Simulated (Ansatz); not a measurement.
Take ZnTe in the zinc blende structure (space group F-43m, No. 216) as the base.

```yaml
crystal:
  lattice:
    - [0.00000, 3.05682, 3.05682]
    - [3.05682, 0.00000, 3.05682]
    - [3.05682, 3.05682, 0.00000]
  atoms:
    - { symbol: Te, position: [0.25000, 0.25000, 0.25000] }
    - { symbol: Zn, position: [0.00000, 0.00000, 0.00000] }
```

Computed with Kohn–Sham DFT with the r2SCAN functional, run in Ansatz (a program for electronic structure) with PAW and 500 eV plane waves, no SOC.

One change was made to it. Results:

| quantity | base | after |
|---|---|---|
| hole mass (degenerate bands, along [100]) | 0.11, 0.45, 0.45 mₑ (at Γ) | 0.16, 0.16, 0.19 mₑ (at Γ) |
| width of the top valence band | 2.63 eV | 6.49 eV |
| gap character | direct at Γ | indirect, Γ → a point along ⟨100⟩, about 1.1 Å⁻¹ from Γ |

Problem. Which of these changes matches the shifts?
A. pressure 3 GPa
B. pressure 15 GPa
C. pressure −2 GPa
D. pressure 100 GPa
E. pressure −1 GPa

Solution. D, pressure 100 GPa. For comparison, the gap character in the other runs: pressure −1 GPa gives direct at Γ; pressure 3 GPa gives direct at Γ; pressure 15 GPa gives indirect, Γ → Γ–X (86 % along); pressure −2 GPa gives direct at Γ.

With Te present, leaving out spin-orbit coupling can change the band edges. Load acts through the strain it causes; cell and atoms are relaxed under it. Masses are band curvatures over ±0.01 Å⁻¹ around the edge. Stability against distortions was not tested. Measured, ZnTe leaves this structure (for cinnabar) near 9.5 GPa (temperature not stated; as listed in Datta, Sujoy, Jana, Debnarayan, arXiv (2020)), on rising pressure, with hysteresis.
